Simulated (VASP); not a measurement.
## Ti3Al under changes of volume

One of the cells (17.463 Å³/atom); the others are scaled copies at fixed shape and fractional positions:

```
CELL_PARAMETERS angstrom
2.94693 0.00000 0.00000
-1.47347 2.55212 0.00000
0.00000 0.00000 9.28747
ATOMIC_POSITIONS crystal
Ti 0.33333 0.66667 0.24941
Ti 0.33333 0.66667 0.75059
Ti 0.66667 0.33333 0.00000
Al 0.66667 0.33333 0.50000
```

The cell comes from a database or a generator and needn't be the stable form of this composition.

- Program: VASP 6.6.1
- Functional: PBEsol
- Potentials or basis: VASP PAW PBE potentials, release 64 (Ti_sv, Al)
- Cutoff: 520 eV
- k mesh: 10 × 10 × 3
- Occupations: fermi-dirac, width 0.05 eV
- Spin: no spin polarisation

```csv
volume (Å³/atom),energy over the lowest point (meV/atom),pressure (GPa),largest force (eV/Å)
16.093,4.94,3.6,0.060
16.435,0.00,1.0,0.070
16.778,0.42,-1.4,0.081
17.463,15.42,-5.5,0.101
17.805,?,?,?
18.147,46.45,-8.9,0.121
```

**Question.** What does the run at 17.805 Å³/atom give?

**Answer.** Energy over the lowest point 29.12 meV/atom; pressure -7.3 GPa; largest force 0.111 eV/Å.

Worked out: A Birch-Murnaghan fit of order 3 (a polynomial in V^(-2/3)) to the other rows has its minimum at 16.58 Å³/atom with B0 = V·E''(V) = 117 GPa and B' = 3.7 at fixed shape and positions, which overstates the stiffness. It gives 29.12 meV/atom at 17.805 Å³/atom, against the run's 29.12, and -dE/dV = -7.3 GPa, against -7.3.

Energies are extrapolated to zero smearing.

Caveats: the PAW data sets were made with another functional, which shifts forces and pressure a little.
